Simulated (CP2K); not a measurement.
Runs of CP2K 2026.2 on ZnO. Symmetry: Cmmm, No. 65, orthorhombic system. Conventional cell: a = 2.866 Å, b = 7.054 Å, c = 2.838 Å, α = 90.00°, β = 90.00°, γ = 90.00°. Around Zn (site symmetry mmm) lie 4 O at 2.02 Å. O (site symmetry mmm) has 4 Zn at 2.02 Å as nearest neighbours. The cell was built by a generator and needn't be a form met in nature.

| potentials or basis | ADDED_MOS | gap on the mesh (eV) | pressure (GPa) |
| --- | --- | --- | --- |
| GTH_POTENTIALS Zn GTH-PBE-q12, O GTH-PBE-q6; SZV-MOLOPT-SR-GTH basis | [4] | none | 6.4 |
| POTENTIAL_UZH Zn GTH-PBE-q12, O GTH-PBE-q6; ccGRB-D basis | [10] | none | (a) |
| POTENTIAL_UZH Zn GTH-PBE-q12, O GTH-PBE-q6; TZVP-MOLOPT-PBE-GTH basis | [10] | none | 0.9 |
| GTH_POTENTIALS Zn GTH-PBE-q12, O GTH-PBE-q6; DZVP-MOLOPT-SR-GTH basis | [10] | none | 1.2 |
| GTH_POTENTIALS Zn GTH-PBE-q12, O GTH-PBE-q6; TZVP-MOLOPT-SR-GTH, TZVP-MOLOPT-GTH basis | [10] | none | 1.1 |
| POTENTIAL_UZH Zn GTH-PBE-q12, O GTH-PBE-q6; DZVP-MOLOPT-PBE-GTH basis | [10] | none | 1.1 |
| POTENTIAL_UZH Zn GTH-PBE-q12, O GTH-PBE-q6; TZV2P-MOLOPT-PBE-GTH basis | [10] | none | 0.9 |

Alike in all rows: task atomic charges; level PBE; no spin polarisation; cell as given; k mesh 10 × 10 × 9; smearing fermi-dirac 0.05 eV.

**Question.** Fill in the values left out.

**Answer.** (a) 3.1.

Caveats: the basis of atomic orbitals isn't converged, which shifts pressures, moduli and gaps; a minimal basis gives rough bond lengths, pressures and levels (some runs).

A gap of «none» marks a metal or a gap under the smearing width.
